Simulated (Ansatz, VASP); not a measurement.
# Si in VASP and in Ansatz

The input INCAR:

```
SYSTEM = Si
  ALGO = Normal
  EDIFF = 1E-6
  ENCUT = 520
  GGA = RP
  ISIF = 2
  ISMEAR = -1
  LASPH = .True.
  LCHARG = .True.
  LELF = .True.
  LREAL = .False.
  LVHAR = .True.
  LWAVE = .False.
  NBANDS = 13
  NELM = 80
  PREC = Accurate
  SIGMA = 0.1
```

KPOINTS

```
k-points
0
Gamma
  9 9 14
  0 0 0
```

Contents of POSCAR:

```
Si
1.0
    4.5533302746      0.0000000000      0.0000000000
   -2.2766651373      3.9432996896      0.0000000000
    0.0000000000      0.0000000000      2.6066586959
Si
3
Direct
    0.0000000000      0.0000000000      0.0000000000
    0.3333333333      0.6666666667      0.5000000000
    0.6666666667      0.3333333333      0.5000000000
```

Input for Ansatz:

```yaml
crystal:
  lattice:
    - [4.5533302746, 0.0, 0.0]
    - [-2.2766651373, 3.9432996896, 0.0]
    - [0.0, 0.0, 2.6066586959]
  atoms:
    - { symbol: Si, position: [0.0, 0.0, 0.0] }
    - { symbol: Si, position: [0.3333333333, 0.6666666667, 0.5] }
    - { symbol: Si, position: [0.6666666667, 0.3333333333, 0.5] }
hamiltonian:
  xc: rpbe
  pseudopotentials:
    kind: paw
    azcp:
      Si: "pseudopotentials/Si.paw.azcp"
basis:
  ecutwfc: 420
  fft_grid_basis: typed
kpoints:
  mp_grid: { grid: [9, 9, 14], shift: [0, 0, 0] }
magnetization:
  spin_polarized: false
scf:
  occupations: { method: fermi_dirac, width: 0.1 }
  lower_state_search: "off"
output:
  stress: true
```

Alike in both runs: task single point; functional RPBE; k mesh 9 × 9 × 14; occupations fermi-dirac, width 0.1 eV; no spin polarisation.

```csv
,VASP,Ansatz
version,VASP 6.6.1,Ansatz 0.2.0
potentials or method,"VASP PAW PBE potentials, release 64 (Si)","plane waves (420 eV) with PAW, scalar-relativistic"
plane-wave cutoff (eV),520,420
valence electrons in the cell,12,12
```

|  | VASP | Ansatz | Ansatz less VASP |
| --- | --- | --- | --- |
| pressure (GPa) | -3.7 | -3.4 | +0.33 |
| largest component of the traceless stress (GPa) | 1.54 | 1.55 | +0.018 |

Caveats: the PAW data sets were made with another functional, which shifts forces and pressure a little (VASP).
